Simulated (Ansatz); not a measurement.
A run of Ansatz 0.2.0:

input.yaml

```yaml
crystal:
  lattice:
    - [-1.9796595667, 1.9796595667, 1.9796595667]
    - [1.9796595667, -1.9796595667, 1.9796595667]
    - [1.9796595667, 1.9796595667, -1.9796595667]
  atoms:
    - { symbol: Pb, position: [0.0, 0.0, 0.0] }
hamiltonian:
  xc: pbesol
  pseudopotentials: { kind: paw_fr }
magnetization:
  noncollinear: true
  spin_orbit: true
kpoints:
  mp_grid: { grid: [7, 7, 7] }
  band_path:
    path:
      - [[0.0, 0.0, 0.0], [0.5, -0.5, 0.5], [0.0, 0.0, 0.5], [0.0, 0.0, 0.0], [0.25, 0.25, 0.25], [0.5, -0.5, 0.5]]
      - [[0.25, 0.25, 0.25], [0.0, 0.0, 0.5]]
    npoints: 14
scf:
  occupations: { method: fermi_dirac, width: 0.05 }
  n_extra_bands: 6
output:
  forces: true
  stress: true
  eigenvalues: true
  fatbands: true
```

Potentials or basis: Ansatz PAW.

Command:

```console
$ ansatz run input.yaml --threads 2 --pin off --max-ram 5632MiB --backend cpu --events-out ev --progress --plain --runs-dir out
```

Hardware: 2 threads of Intel(R) Xeon(R) 6975P-C (Granite Rapids), with other jobs on the host.

Q: How long does it take, and how much memory?

A: It took 2.7 s on 2 threads of Intel(R) Xeon(R) 6975P-C (Granite Rapids) (shared host), peak memory 0.42 GiB. Counts: scf iterations 8, plane waves 603, k points 20, bands 20.
